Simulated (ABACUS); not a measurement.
Crystal: GaAs.

```
As Ga
1.0
     0.00000    2.82685    2.82685
     2.82685    0.00000    2.82685
     2.82685    2.82685    0.00000
As Ga
1 1
Cartesian
  4.2403 4.2403 4.2403
  0.0000 0.0000 0.0000
```

Base run:

* Program: ABACUS 3.10.1
* Functional: revTPSS
* Potentials or basis: SG15 ONCV 1.2 PBE
* Cutoff: 1320 eV
* Density cutoff: 5279 eV
* Basis: plane waves
* k mesh: 5 × 5 × 5
* Occupations: fermi-dirac, width 0.05 eV
* Spin: no spin polarisation

Its results: band gap on the k mesh 0.59 eV, direct; pressure 1.2 GPa.

Problem. The run is repeated on the same cell with these changes: functional from revTPSS to TPSS. What comes out?

Solution. Band gap on the k mesh 0.65 eV, direct; pressure 2.4 GPa.

Caveats: the potentials were made for another functional, which shifts forces and pressure.

